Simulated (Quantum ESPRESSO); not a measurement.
## AlAu in Quantum ESPRESSO: the effect of target pressure

Crystal: AlAu.

```
CELL_PARAMETERS angstrom
3.22394 0.00000 0.00000
0.00000 3.22394 0.00000
0.00000 0.00000 3.22394
ATOMIC_POSITIONS crystal
Au 0.50000 0.50000 0.50000
Al 0.00000 0.00000 0.00000
```

The cell comes from a database or a generator and needn't be the stable form of this composition.

Alike in all runs:

| Item | Value |
| --- | --- |
| Program | Quantum ESPRESSO 7.5 |
| Task | relaxation of cell and atoms |
| Functional | PBEsol |
| Potentials or basis | GBRV 1.5 PBEsol |
| Cutoff | 707 eV |
| Density cutoff | 5633 eV |
| k mesh | 8 × 8 × 8 |
| Occupations | fermi-dirac, width 0.05 eV |
| Spin | no spin polarisation |

Each run relaxes the cell or the atoms first.

**Question.** One run gave: relaxed volume 15.43 Å³/atom. Which target pressure did it use?
A. 20 GPa
B. 0 GPa
C. 30 GPa
D. 2 GPa
E. 5 GPa

**Answer.** E.

| target pressure | relaxed volume (Å³/atom) |
| --- | --- |
| 0 GPa | 15.99 |
| 2 GPa | 15.75 |
| 5 GPa | 15.43 |
| 10 GPa | 14.97 |
| 20 GPa | 14.26 |
| 30 GPa | 13.70 |

Caveats: the volume moved by over 15 % at a fixed basis, so the end points are rough (some runs).
